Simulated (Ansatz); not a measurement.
# Indium, omega (AlB2-type) under PBE: from relaxation to bulk modulus, part 2 of 2

What does PBE give for indium in the omega (AlB2-type) structure? We relax it, solve it on a dense k-mesh, then scale the cell to 7 volumes from 88 to 112 % of the relaxed one and try a fit of the equation of state. Spin polarisation is left out. The k-meshes are 7×7×10 for the relaxation; 9×9×12 for the dense run; 8×8×11 for the volumes.

Ansatz 0.2.0; DFT, PBE, plane waves (420 eV) with PAW, scalar-relativistic. The steps go on from the part before.

**5. Equation of state: 92 %**

Input file input.yaml:

```yaml
crystal:
  lattice:
    - [5.2354682548, 0.0, 0.0]
    - [-2.6177341274, 4.5340485093, 0.0]
    - [0.0, 0.0, 3.2459463361]
  atoms:
    - { symbol: In, position: [0.0, 1.0, 0.0] }
    - { symbol: In, position: [0.3333333333, 0.6666666667, 0.5] }
    - { symbol: In, position: [0.6666666667, 0.3333333333, 0.5] }
hamiltonian:
  xc: pbe
  pseudopotentials:
    kind: paw
    azcp:
      In: "pseudopotentials/In.paw.azcp"
basis:
  ecutwfc: 420
  fft_grid_basis: typed
kpoints:
  mp_grid: { grid: [8, 8, 11], shift: [0, 0, 0] }
magnetization:
  spin_polarized: false
scf:
  occupations: { method: fermi_dirac, width: 0.1 }
  lower_state_search: "off"
output:
  stress: true
```

The program printed:

```text
Engine: ansatz 0.2.0, x86_64-unknown-linux-gnu
Pseudopotentials: kind: paw
Pseudopotential: In, paw, valence charge 13, recommended cutoff 420 eV (normal), <dir>
Functional definition: PBE
  parameter kappa = 0.804
  parameter beta = 0.06672455060314922
  exchange = pbe_x(kappa = kappa, mu = beta*pi^2/3)
  correlation = pbe_c(beta = beta)
Crystal: 3 atoms, lattice volume = 77.052 Å³
Basis set: ecut = 420 eV, 1529 PW (Γ)
Bands: 24, of which v1, the nominal top of the filled ones, is band 20 counted from 1 (19 counted from 0)
Symmetry: 24 space group operations
Space group: P6/mmm (ITA 191), of the structure as read, at distance tolerance 4.3e-5 Å
k-points: 60 of 704
Non-local potential: In, projectors of the file, l = 0: 2, l = 1: 2, l = 2: 2, l = 3: 2
PAW form: soft (Blöchl's): semilocal exchange-correlation on the pseudo side does not see the compensation charge
PAW one-centre angular grid: In, 590 points (default); XC on 64 Gauss nodes
Initial density: superposition of atomic densities (neutral atoms: chi_scale 0, normalization atom), corrected by the library's trained network
Initial wavefunctions: pseudopotential atomic-orbital guess
Functional: x = pbe(κ = 0.804, μ = 0.2195149727645171), c = pbe(β = 0.06672455060314922)
SCF iter   1: F=—  HF=-16793.408535 eV  |F-HF|=—  |Δ(HF+E_count)|=         —  Δρ=1.10e-3  dr2=5.07e-4  ethr=1.77e-3  ⟨swp⟩=5.7  Hψ=6223  notcnv=0
preconditioner: auto → Kerker (q_TF=auto, 2.436 Å⁻¹)  [metal: Δε(μ)=0.011 eV  Ē_g=15.154 eV  σ=0.100 eV  W_gap=0.03  n_scr=26 (ndim 8)  ℏωp=26.4 eV  f_vac=0.000  D(μ)=1.94/eV (n_scr^D=8)]
SCF iter   2: F=—  HF=-16793.405637 eV  |F-HF|=—  |Δ(HF+E_count)|=   2.90e-3  Δρ=5.11e-4  dr2=1.84e-4  ethr=1.30e-6  ⟨swp⟩=2.0  Hψ=3088  notcnv=0
SCF iter   3: F=—  HF=-16793.405664 eV  |F-HF|=—  |Δ(HF+E_count)|=   2.71e-5  Δρ=3.13e-4  dr2=5.95e-5  ethr=4.71e-7  ⟨swp⟩=2.5  Hψ=2645  notcnv=0
SCF iter   4: F=—  HF=-16793.405697 eV  |F-HF|=—  |Δ(HF+E_count)|=   3.30e-5  Δρ=1.02e-4  dr2=5.00e-6  ethr=1.53e-7  ⟨swp⟩=2.8  Hψ=2651  notcnv=0
SCF iter   5: F=—  HF=-16793.405696 eV  |F-HF|=—  |Δ(HF+E_count)|=   6.00e-7  Δρ=2.11e-5  dr2=2.57e-7  ethr=1.28e-8  ⟨swp⟩=2.0  Hψ=2437  notcnv=0
SCF iter   6: F=-16793.405696 eV  HF=-16793.405696 eV  |F-HF|=2.89e-9  |Δ(HF+E_count)|=   3.15e-8  Δρ=4.37e-6  dr2=1.40e-8  ethr=2.56e-10  ⟨swp⟩=4.2  Hψ=4435  notcnv=0
SCF 1 converged in 6 iterations: F = -16793.405696 eV  dr2 = 1.40e-8
SCF converged after 6 iterations
Free energy (F): -16793.405696 eV
Harris-Foulkes:  -16793.405696 eV  (|F-HF|=2.89e-9)
Internal energy: -16793.344912 eV  (E = F + TS)
E sigma→0 (E₀):  -16793.375304 eV
Entropy (-TS):   -0.060784 eV (-20.261 meV/atom)
Fermi energy:    10.579488 eV
--- Per-component energies (eV) ---
  E_band       = -61.567347
  E_kinetic    = 725.368420
  E_local      = -3202.582337  (includes V_loc(G=0)·N_el)
  E_nonlocal   = 1098.209765
  E_hartree    = 1257.571613
  E_xc         = -648.671141
  E_vxc        = -300.869699  (∫ρ·V_xc dr)
  E_paw        = -12456.397706  (= ΣΔE_a)
  E_vpaw       = -896.841156  (= ΣTr[D̂ρ^β])
  E_aug_tail   = 0.000077  (compensation charges beyond the density's cutoff)
  E_ewald      = -3566.843604
  E_smearing   = -0.060784  (= −TS)
  E_closure    = -0.000000  (closes the sum)
  Σ components = -16793.405696   (vs F -16793.405696, Δ=0.00e0)
--- Stress (GPa, compression-positive) ---
        3.749242       0.000000       0.000000
        0.000000       3.749242       0.000000
        0.000000       0.000000       3.293084
  P = ⅓ Tr σ = 3.5972 GPa (35.972 kbar)
```

Wall time 6.3 s (1 thread of an x86-64 CPU, shared host); peak memory 0.56 GiB.

**6. Equation of state: 96 %**

input.yaml, as its differences from that of step 5:

```diff
@@ -2,5 +2,5 @@
   lattice:
-    - [5.2354682548, 0.0, 0.0]
-    - [-2.6177341274, 4.5340485093, 0.0]
-    - [0.0, 0.0, 3.2459463361]
+    - [5.3102707647, 0.0, 0.0]
+    - [-2.6551353824, 4.5988293832, 0.0]
+    - [0.0, 0.0, 3.2923232638]
   atoms:
```

The program printed:

```text
[... 8 set-up lines as earlier in the session ...]
Crystal: 3 atoms, lattice volume = 80.402 Å³
Basis set: ecut = 420 eV, 1577 PW (Γ)
Bands: 24, of which v1, the nominal top of the filled ones, is band 20 counted from 1 (19 counted from 0)
[... 2 set-up lines as earlier in the session ...]
k-points: 60 of 704
[... 6 set-up lines as earlier in the session ...]
SCF iter   1: F=—  HF=-16793.462211 eV  |F-HF|=—  |Δ(HF+E_count)|=         —  Δρ=1.13e-3  dr2=5.38e-4  ethr=1.77e-3  ⟨swp⟩=5.6  Hψ=6232  notcnv=0
preconditioner: auto → Kerker (q_TF=auto, 2.418 Å⁻¹)  [metal: Δε(μ)=0.029 eV  Ē_g=15.008 eV  σ=0.100 eV  W_gap=0.07  n_scr=26 (ndim 8)  ℏωp=25.9 eV  f_vac=0.000  D(μ)=1.99/eV (n_scr^D=8)]
SCF iter   2: F=—  HF=-16793.459440 eV  |F-HF|=—  |Δ(HF+E_count)|=   2.77e-3  Δρ=5.10e-4  dr2=2.12e-4  ethr=1.38e-6  ⟨swp⟩=2.0  Hψ=3092  notcnv=0
SCF iter   3: F=—  HF=-16793.459471 eV  |F-HF|=—  |Δ(HF+E_count)|=   3.07e-5  Δρ=3.14e-4  dr2=7.45e-5  ethr=5.43e-7  ⟨swp⟩=2.0  Hψ=2626  notcnv=0
SCF iter   4: F=—  HF=-16793.459507 eV  |F-HF|=—  |Δ(HF+E_count)|=   3.62e-5  Δρ=1.10e-4  dr2=6.32e-6  ethr=1.91e-7  ⟨swp⟩=2.9  Hψ=2669  notcnv=0
SCF iter   5: F=—  HF=-16793.459505 eV  |F-HF|=—  |Δ(HF+E_count)|=   1.61e-6  Δρ=1.55e-5  dr2=1.76e-7  ethr=1.62e-8  ⟨swp⟩=2.0  Hψ=2587  notcnv=0
SCF iter   6: F=-16793.459505 eV  HF=-16793.459505 eV  |F-HF|=1.31e-10  |Δ(HF+E_count)|=   1.05e-8  Δρ=4.35e-6  dr2=1.26e-8  ethr=2.56e-10  ⟨swp⟩=4.3  Hψ=4413  notcnv=0
SCF 1 converged in 6 iterations: F = -16793.459505 eV  dr2 = 1.26e-8
SCF converged after 6 iterations
Free energy (F): -16793.459505 eV
Harris-Foulkes:  -16793.459505 eV  (|F-HF|=1.31e-10)
Internal energy: -16793.397058 eV  (E = F + TS)
E sigma→0 (E₀):  -16793.428282 eV
Entropy (-TS):   -0.062447 eV (-20.816 meV/atom)
Fermi energy:    9.980136 eV
--- Per-component energies (eV) ---
  E_band       = -82.939403
  E_kinetic    = 723.785932
  E_local      = -3280.632999  (includes V_loc(G=0)·N_el)
  E_nonlocal   = 1098.097283
  E_hartree    = 1286.038118
  E_xc         = -647.984799
  E_vxc        = -299.895402  (∫ρ·V_xc dr)
  E_paw        = -12456.100994  (= ΣΔE_a)
  E_vpaw       = -896.374857  (= ΣTr[D̂ρ^β])
  E_aug_tail   = 0.000077  (compensation charges beyond the density's cutoff)
  E_ewald      = -3516.599677
  E_smearing   = -0.062447  (= −TS)
  E_closure    = -0.000000  (closes the sum)
  Σ components = -16793.459505   (vs F -16793.459505, Δ=0.00e0)
--- Stress (GPa, compression-positive) ---
        1.751213      -0.000000      -0.000000
       -0.000000       1.751213       0.000000
       -0.000000       0.000000       1.389702
  P = ⅓ Tr σ = 1.6307 GPa (16.307 kbar)
```

Wall time 8.2 s (1 thread of an x86-64 CPU, shared host); peak memory 0.57 GiB.

**7. Equation of state: 100 %**

input.yaml, as its differences from that of step 6:

```diff
@@ -2,5 +2,5 @@
   lattice:
-    - [5.3102707647, 0.0, 0.0]
-    - [-2.6551353824, 4.5988293832, 0.0]
-    - [0.0, 0.0, 3.2923232638]
+    - [5.3830232403, 0.0, 0.0]
+    - [-2.6915116202, 4.6618348753, 0.0]
+    - [0.0, 0.0, 3.3374291875]
   atoms:
```

The program printed:

```text
[... 8 set-up lines as earlier in the session ...]
Crystal: 3 atoms, lattice volume = 83.752 Å³
Basis set: ecut = 420 eV, 1649 PW (Γ)
Bands: 24, of which v1, the nominal top of the filled ones, is band 20 counted from 1 (19 counted from 0)
[... 2 set-up lines as earlier in the session ...]
k-points: 60 of 704
[... 6 set-up lines as earlier in the session ...]
SCF iter   1: F=—  HF=-16793.479508 eV  |F-HF|=—  |Δ(HF+E_count)|=         —  Δρ=1.13e-3  dr2=6.79e-4  ethr=1.77e-3  ⟨swp⟩=5.6  Hψ=6173  notcnv=0
preconditioner: auto → Kerker (q_TF=auto, 2.402 Å⁻¹)  [metal: Δε(μ)=0.045 eV  Ē_g=14.877 eV  σ=0.100 eV  W_gap=0.11  n_scr=26 (ndim 8)  ℏωp=25.3 eV  f_vac=0.000  D(μ)=2.04/eV (n_scr^D=8)]
SCF iter   2: F=—  HF=-16793.476914 eV  |F-HF|=—  |Δ(HF+E_count)|=   2.59e-3  Δρ=5.09e-4  dr2=2.82e-4  ethr=1.74e-6  ⟨swp⟩=2.0  Hψ=3091  notcnv=0
SCF iter   3: F=—  HF=-16793.476948 eV  |F-HF|=—  |Δ(HF+E_count)|=   3.32e-5  Δρ=3.14e-4  dr2=1.10e-4  ethr=7.24e-7  ⟨swp⟩=2.0  Hψ=2619  notcnv=0
SCF iter   4: F=—  HF=-16793.476980 eV  |F-HF|=—  |Δ(HF+E_count)|=   3.26e-5  Δρ=1.13e-4  dr2=8.48e-6  ethr=2.82e-7  ⟨swp⟩=3.0  Hψ=2689  notcnv=0
SCF iter   5: F=—  HF=-16793.476977 eV  |F-HF|=—  |Δ(HF+E_count)|=   3.54e-6  Δρ=1.99e-5  dr2=2.13e-7  ethr=2.17e-8  ⟨swp⟩=2.0  Hψ=2605  notcnv=0
SCF iter   6: F=-16793.476977 eV  HF=-16793.476977 eV  |F-HF|=8.09e-9  |Δ(HF+E_count)|=   5.84e-8  Δρ=5.52e-6  dr2=1.58e-8  ethr=2.56e-10  ⟨swp⟩=4.2  Hψ=4402  notcnv=0
SCF 1 converged in 6 iterations: F = -16793.476977 eV  dr2 = 1.58e-8
SCF converged after 6 iterations
Free energy (F): -16793.476977 eV
Harris-Foulkes:  -16793.476977 eV  (|F-HF|=8.09e-9)
Internal energy: -16793.413047 eV  (E = F + TS)
E sigma→0 (E₀):  -16793.445012 eV
Entropy (-TS):   -0.063930 eV (-21.310 meV/atom)
Fermi energy:    9.430067 eV
--- Per-component energies (eV) ---
  E_band       = -102.720740
  E_kinetic    = 722.382076
  E_local      = -3354.919099  (includes V_loc(G=0)·N_el)
  E_nonlocal   = 1098.001545
  E_hartree    = 1313.371584
  E_xc         = -647.379220
  E_vxc        = -299.028840  (∫ρ·V_xc dr)
  E_paw        = -12455.797776  (= ΣΔE_a)
  E_vpaw       = -895.893040  (= ΣTr[D̂ρ^β])
  E_aug_tail   = 0.000077  (compensation charges beyond the density's cutoff)
  E_ewald      = -3469.072234
  E_smearing   = -0.063930  (= −TS)
  E_closure    = -0.000000  (closes the sum)
  Σ components = -16793.476977   (vs F -16793.476977, Δ=0.00e0)
--- Stress (GPa, compression-positive) ---
        0.207288       0.000000       0.000000
        0.000000       0.207288       0.000000
        0.000000       0.000000      -0.099604
  P = ⅓ Tr σ = 0.1050 GPa (1.050 kbar)
```

It took 6.5 s on 1 thread of an x86-64 CPU, shared host; peak memory 0.56 GiB.

**8. Equation of state: 104 %**

input.yaml, as its differences from that of step 7:

```diff
@@ -2,5 +2,5 @@
   lattice:
-    - [5.3830232403, 0.0, 0.0]
-    - [-2.6915116202, 4.6618348753, 0.0]
-    - [0.0, 0.0, 3.3374291875]
+    - [5.4538606169, 0.0, 0.0]
+    - [-2.7269303085, 4.7231818429, 0.0]
+    - [0.0, 0.0, 3.3813477659]
   atoms:
```

The program printed:

```text
[... 8 set-up lines as earlier in the session ...]
Crystal: 3 atoms, lattice volume = 87.102 Å³
Basis set: ecut = 420 eV, 1721 PW (Γ)
Bands: 24, of which v1, the nominal top of the filled ones, is band 20 counted from 1 (19 counted from 0)
[... 2 set-up lines as earlier in the session ...]
k-points: 60 of 704
[... 6 set-up lines as earlier in the session ...]
SCF iter   1: F=—  HF=-16793.468799 eV  |F-HF|=—  |Δ(HF+E_count)|=         —  Δρ=1.12e-3  dr2=9.61e-4  ethr=1.77e-3  ⟨swp⟩=5.6  Hψ=6194  notcnv=0
preconditioner: auto → Kerker (q_TF=auto, 2.386 Å⁻¹)  [metal: Δε(μ)=0.033 eV  Ē_g=14.760 eV  σ=0.100 eV  W_gap=0.08  n_scr=26 (ndim 8)  ℏωp=24.8 eV  f_vac=0.000  D(μ)=2.07/eV (n_scr^D=8)]
SCF iter   2: F=—  HF=-16793.466296 eV  |F-HF|=—  |Δ(HF+E_count)|=   2.50e-3  Δρ=5.15e-4  dr2=4.00e-4  ethr=2.46e-6  ⟨swp⟩=2.0  Hψ=3086  notcnv=0
SCF iter   3: F=—  HF=-16793.466321 eV  |F-HF|=—  |Δ(HF+E_count)|=   2.51e-5  Δρ=3.09e-4  dr2=1.60e-4  ethr=1.03e-6  ⟨swp⟩=2.0  Hψ=2621  notcnv=0
SCF iter   4: F=—  HF=-16793.466343 eV  |F-HF|=—  |Δ(HF+E_count)|=   2.19e-5  Δρ=1.20e-4  dr2=8.82e-6  ethr=4.09e-7  ⟨swp⟩=3.0  Hψ=2742  notcnv=0
SCF iter   5: F=—  HF=-16793.466338 eV  |F-HF|=—  |Δ(HF+E_count)|=   4.31e-6  Δρ=1.59e-5  dr2=1.15e-7  ethr=2.26e-8  ⟨swp⟩=2.0  Hψ=2610  notcnv=0
SCF iter   6: F=-16793.466338 eV  HF=-16793.466338 eV  |F-HF|=2.84e-10  |Δ(HF+E_count)|=   1.86e-8  Δρ=2.36e-6  dr2=3.20e-9  ethr=2.56e-10  ⟨swp⟩=4.0  Hψ=4372  notcnv=0
SCF 1 converged in 6 iterations: F = -16793.466338 eV  dr2 = 3.20e-9
SCF converged after 6 iterations
Free energy (F): -16793.466338 eV
Harris-Foulkes:  -16793.466338 eV  (|F-HF|=2.84e-10)
Internal energy: -16793.401224 eV  (E = F + TS)
E sigma→0 (E₀):  -16793.433781 eV
Entropy (-TS):   -0.065114 eV (-21.705 meV/atom)
Fermi energy:    8.923091 eV
--- Per-component energies (eV) ---
  E_band       = -121.064897
  E_kinetic    = 721.135721
  E_local      = -3425.743334  (includes V_loc(G=0)·N_el)
  E_nonlocal   = 1097.905482
  E_hartree    = 1339.642158
  E_xc         = -646.848858
  E_vxc        = -298.262360  (∫ρ·V_xc dr)
  E_paw        = -12455.478222  (= ΣΔE_a)
  E_vpaw       = -895.383681  (= ΣTr[D̂ρ^β])
  E_aug_tail   = 0.000077  (compensation charges beyond the density's cutoff)
  E_ewald      = -3424.014248
  E_smearing   = -0.065114  (= −TS)
  E_closure    = -0.000000  (closes the sum)
  Σ components = -16793.466338   (vs F -16793.466338, Δ=0.00e0)
--- Stress (GPa, compression-positive) ---
       -0.979578      -0.000000       0.000000
        0.000000      -0.979578       0.000000
        0.000000       0.000000      -1.253865
  P = ⅓ Tr σ = -1.0710 GPa (-10.710 kbar)
```

Wall time 7.6 s (1 thread of an x86-64 CPU, shared host); peak memory 0.57 GiB.

**9. Equation of state: 108 %**

input.yaml, as its differences from that of step 8:

```diff
@@ -2,5 +2,5 @@
   lattice:
-    - [5.4538606169, 0.0, 0.0]
-    - [-2.7269303085, 4.7231818429, 0.0]
-    - [0.0, 0.0, 3.3813477659]
+    - [5.5229041568, 0.0, 0.0]
+    - [-2.7614520784, 4.7829753024, 0.0]
+    - [0.0, 0.0, 3.4241541806]
   atoms:
```

The program printed:

```text
[... 8 set-up lines as earlier in the session ...]
Crystal: 3 atoms, lattice volume = 90.452 Å³
Basis set: ecut = 420 eV, 1757 PW (Γ)
Bands: 24, of which v1, the nominal top of the filled ones, is band 20 counted from 1 (19 counted from 0)
[... 1 set-up line as earlier in the session ...]
Space group: P6/mmm (ITA 191), of the structure as read, at distance tolerance 4.5e-5 Å
k-points: 60 of 704
[... 6 set-up lines as earlier in the session ...]
SCF iter   1: F=—  HF=-16793.436456 eV  |F-HF|=—  |Δ(HF+E_count)|=         —  Δρ=1.13e-3  dr2=1.44e-3  ethr=1.77e-3  ⟨swp⟩=5.7  Hψ=6202  notcnv=0
preconditioner: auto → Kerker (q_TF=auto, 2.371 Å⁻¹)  [metal: Δε(μ)=0.015 eV  Ē_g=14.656 eV  σ=0.100 eV  W_gap=0.04  n_scr=26 (ndim 8)  ℏωp=24.4 eV  f_vac=0.000  D(μ)=2.09/eV (n_scr^D=8)]
SCF iter   2: F=—  HF=-16793.433957 eV  |F-HF|=—  |Δ(HF+E_count)|=   2.50e-3  Δρ=5.44e-4  dr2=5.98e-4  ethr=3.68e-6  ⟨swp⟩=2.0  Hψ=3065  notcnv=0
SCF iter   3: F=—  HF=-16793.433957 eV  |F-HF|=—  |Δ(HF+E_count)|=   4.39e-8  Δρ=3.08e-4  dr2=2.26e-4  ethr=1.53e-6  ⟨swp⟩=2.1  Hψ=2519  notcnv=0
SCF iter   4: F=—  HF=-16793.433955 eV  |F-HF|=—  |Δ(HF+E_count)|=   2.34e-6  Δρ=1.39e-4  dr2=1.15e-5  ethr=5.79e-7  ⟨swp⟩=2.0  Hψ=1758  notcnv=0
SCF iter   5: F=—  HF=-16793.433947 eV  |F-HF|=—  |Δ(HF+E_count)|=   7.70e-6  Δρ=3.65e-5  dr2=6.97e-7  ethr=2.96e-8  ⟨swp⟩=2.0  Hψ=2601  notcnv=0
SCF iter   6: F=-16793.433947 eV  HF=-16793.433947 eV  |F-HF|=1.88e-8  |Δ(HF+E_count)|=   2.29e-7  Δρ=7.94e-6  dr2=3.41e-8  ethr=2.56e-10  ⟨swp⟩=3.2  Hψ=5683  notcnv=0
SCF 1 converged in 6 iterations: F = -16793.433947 eV  dr2 = 3.41e-8
SCF converged after 6 iterations
Free energy (F): -16793.433947 eV
Harris-Foulkes:  -16793.433947 eV  (|F-HF|=1.88e-8)
Internal energy: -16793.367909 eV  (E = F + TS)
E sigma→0 (E₀):  -16793.400928 eV
Entropy (-TS):   -0.066038 eV (-22.013 meV/atom)
Fermi energy:    8.454991 eV
--- Per-component energies (eV) ---
  E_band       = -138.158357
  E_kinetic    = 720.022163
  E_local      = -3493.391790  (includes V_loc(G=0)·N_el)
  E_nonlocal   = 1097.826584
  E_hartree    = 1364.930877
  E_xc         = -646.369635
  E_vxc        = -297.566616  (∫ρ·V_xc dr)
  E_paw        = -12455.176602  (= ΣΔE_a)
  E_vpaw       = -894.899787  (= ΣTr[D̂ρ^β])
  E_aug_tail   = 0.000077  (compensation charges beyond the density's cutoff)
  E_ewald      = -3381.209582
  E_smearing   = -0.066038  (= −TS)
  E_closure    = -0.000000  (closes the sum)
  Σ components = -16793.433947   (vs F -16793.433947, Δ=0.00e0)
--- Stress (GPa, compression-positive) ---
       -1.911423      -0.000000       0.000000
       -0.000000      -1.911423       0.000000
        0.000000       0.000000      -2.154483
  P = ⅓ Tr σ = -1.9924 GPa (-19.924 kbar)
```

Wall time 7 s (1 thread of an x86-64 CPU, shared host); peak memory 0.58 GiB.

**10. Equation of state: 112 %**

input.yaml, as its differences from that of step 9:

```diff
@@ -2,5 +2,5 @@
   lattice:
-    - [5.5229041568, 0.0, 0.0]
-    - [-2.7614520784, 4.7829753024, 0.0]
-    - [0.0, 0.0, 3.4241541806]
+    - [5.5902632851, 0.0, 0.0]
+    - [-2.7951316426, 4.8413100187, 0.0]
+    - [0.0, 0.0, 3.4659162743]
   atoms:
```

The program printed:

```text
[... 8 set-up lines as earlier in the session ...]
Crystal: 3 atoms, lattice volume = 93.802 Å³
Basis set: ecut = 420 eV, 1823 PW (Γ)
Bands: 24, of which v1, the nominal top of the filled ones, is band 20 counted from 1 (19 counted from 0)
[... 2 set-up lines as earlier in the session ...]
k-points: 60 of 704
[... 6 set-up lines as earlier in the session ...]
SCF iter   1: F=—  HF=-16793.387054 eV  |F-HF|=—  |Δ(HF+E_count)|=         —  Δρ=1.17e-3  dr2=2.15e-3  ethr=1.77e-3  ⟨swp⟩=5.7  Hψ=6222  notcnv=0
preconditioner: auto → Kerker (q_TF=auto, 2.357 Å⁻¹)  [metal: Δε(μ)=0.011 eV  Ē_g=14.563 eV  σ=0.100 eV  W_gap=0.03  n_scr=26 (ndim 8)  ℏωp=23.9 eV  f_vac=0.000  D(μ)=2.12/eV (n_scr^D=8)]
SCF iter   2: F=—  HF=-16793.384498 eV  |F-HF|=—  |Δ(HF+E_count)|=   2.56e-3  Δρ=5.99e-4  dr2=8.73e-4  ethr=5.51e-6  ⟨swp⟩=2.0  Hψ=2998  notcnv=0
SCF iter   3: F=—  HF=-16793.384451 eV  |F-HF|=—  |Δ(HF+E_count)|=   4.69e-5  Δρ=3.10e-4  dr2=2.84e-4  ethr=2.24e-6  ⟨swp⟩=2.2  Hψ=2377  notcnv=0
SCF iter   4: F=—  HF=-16793.384420 eV  |F-HF|=—  |Δ(HF+E_count)|=   3.08e-5  Δρ=1.65e-4  dr2=1.66e-5  ethr=7.29e-7  ⟨swp⟩=2.0  Hψ=1709  notcnv=0
SCF iter   5: F=—  HF=-16793.384412 eV  |F-HF|=—  |Δ(HF+E_count)|=   8.01e-6  Δρ=3.82e-5  dr2=7.77e-7  ethr=4.25e-8  ⟨swp⟩=2.0  Hψ=2586  notcnv=0
SCF iter   6: F=-16793.384412 eV  HF=-16793.384412 eV  |F-HF|=2.06e-9  |Δ(HF+E_count)|=   8.01e-8  Δρ=4.71e-6  dr2=2.11e-8  ethr=2.56e-10  ⟨swp⟩=3.1  Hψ=5797  notcnv=0
SCF 1 converged in 6 iterations: F = -16793.384412 eV  dr2 = 2.11e-8
SCF converged after 6 iterations
Free energy (F): -16793.384412 eV
Harris-Foulkes:  -16793.384412 eV  (|F-HF|=2.06e-9)
Internal energy: -16793.317302 eV  (E = F + TS)
E sigma→0 (E₀):  -16793.350857 eV
Entropy (-TS):   -0.067110 eV (-22.370 meV/atom)
Fermi energy:    8.021533 eV
--- Per-component energies (eV) ---
  E_band       = -154.113289
  E_kinetic    = 719.027101
  E_local      = -3558.079710  (includes V_loc(G=0)·N_el)
  E_nonlocal   = 1097.747063
  E_hartree    = 1389.279131
  E_xc         = -645.934127
  E_vxc        = -296.932297  (∫ρ·V_xc dr)
  E_paw        = -12454.888686  (= ΣΔE_a)
  E_vpaw       = -894.438751  (= ΣTr[D̂ρ^β])
  E_aug_tail   = 0.000077  (compensation charges beyond the density's cutoff)
  E_ewald      = -3340.468151
  E_smearing   = -0.067110  (= −TS)
  E_closure    = -0.000000  (closes the sum)
  Σ components = -16793.384412   (vs F -16793.384412, Δ=0.00e0)
--- Stress (GPa, compression-positive) ---
       -2.645811       0.000000       0.000000
        0.000000      -2.645811       0.000000
        0.000000       0.000000      -2.856962
  P = ⅓ Tr σ = -2.7162 GPa (-27.162 kbar)
```

It took 8.9 s on 1 thread of an x86-64 CPU, shared host; peak memory 0.58 GiB.

**11. Fitting the volumes**

The cell was scaled evenly, with its shape and the fractional positions fixed.

```csv
V (Å³/atom),E − E₀ (meV/atom),P from the stress (GPa),P from the fit (GPa)
24.567,56.4,6.13,6.07
25.684,23.3,3.60,3.55
26.801,5.6,1.63,1.60
27.917,0.0,0.10,0.08
29.034,3.8,-1.07,-1.10
30.151,14.7,-1.99,-2.02
31.267,31.4,-2.72,-2.72
```

Fit (Birch-Murnaghan, third order): V₀ = 27.983 Å³/atom, B₀ = 33 GPa, B₀′ = 5.3, largest residual 0.04 meV/atom.

**12. What came out**

The summary covers parts 1 to 2.

```
                           quantity                                   value
     space group (spins left aside)                        P6/mmm (No. 191)
                  conventional cell  a = 5.383 Å, c = 3.337 Å (c/a = 0.620)
                             volume                          27.917 Å³/atom
                  shortest distance                                 3.108 Å
                    gap on the mesh            none (levels filled in part)
relative to body-centred tetragonal                            +28 meV/atom
                        V₀, B₀, B₀′             27.983 Å³/atom, 33 GPa, 5.3
```

In words: From the guessed start the volume grew by 6.8 % in 5 steps. It lies 28 meV/atom above the element's reference form at the same level (body-centred tetragonal, from a run of its own). Levels at the Fermi energy are filled in part, as in a metal. B₀ comes out at 33 GPa; letting shape and positions relax at each volume could only lower it. Relaxation kept the symmetry; phonons were not checked.
